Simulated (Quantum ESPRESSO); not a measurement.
# ZrS2 under changes of volume

One of the cells (23.763 Å³/atom); the others are scaled copies at fixed shape and fractional positions:

```xyz
3
Lattice="3.6914 0.0000 0.0000 -1.8457 3.1968 0.0000 0.0000 0.0000 6.0411" Properties=species:S:1:pos:R:3 pbc="T T T"
Zr    0.0000    0.0000    0.0000
S     0.0000    2.1312    1.4372
S     1.8457    1.0656    4.6038
```

The cell is a database's computed one.

| Property | Result |
| --- | --- |
| Program | Quantum ESPRESSO 7.5 |
| Functional | PBE |
| Potentials or basis | SSSP 1.3 efficiency PBE |
| Cutoff | 748 eV |
| Density cutoff | 5987 eV |
| k mesh | 8 × 8 × 5 |
| Occupations | fermi-dirac, width 0.05 eV |
| Spin | no spin polarisation |

| volume (Å³/atom) | energy over the lowest point (meV/atom) | pressure (GPa) | gap on the mesh (eV) | largest force (eV/Å) |
| --- | --- | --- | --- | --- |
| 22.337 | 30.12 | 6.7 | 1.02 | 0.801 |
| 22.813 | 13.80 | 4.4 | 1.03 | 0.527 |
| 23.288 | 3.97 | 2.3 | 1.05 | 0.273 |
| 23.763 | 0.00 | 0.4 | 1.06 | 0.037 |
| 24.238 | 1.33 | -1.3 | 1.07 | 0.183 |
| 24.714 | ? | ? | ? | ? |
| 25.189 | 17.92 | -4.2 | 1.08 | 0.577 |

Q: What does the run at 24.714 Å³/atom give?

A: Energy over the lowest point 7.46 meV/atom; pressure -2.8 GPa; gap on the mesh 1.07 eV; largest force 0.387 eV/Å.

Worked out: A Birch-Murnaghan fit of order 3 (a polynomial in V^(-2/3)) to the other rows has its minimum at 23.88 Å³/atom with B0 = V·E''(V) = 88 GPa and B' = 4.0 at fixed shape and positions, which overstates the stiffness. It gives 7.46 meV/atom at 24.714 Å³/atom, against the run's 7.46, and -dE/dV = -2.8 GPa, against -2.8. A straight line through the other rows of the gap, of slope 0.523 eV per unit of ln V, gives 1.08 eV, against the run's 1.07.

Energies are extrapolated to zero smearing.

Caveats: an odd mesh through Γ misses points on the zone boundary, where band edges often lie; this functional lacks dispersion, which binds the layers, so the pressure and a relaxed spacing across them are unreliable. Spin-orbit coupling on Zr is left out.
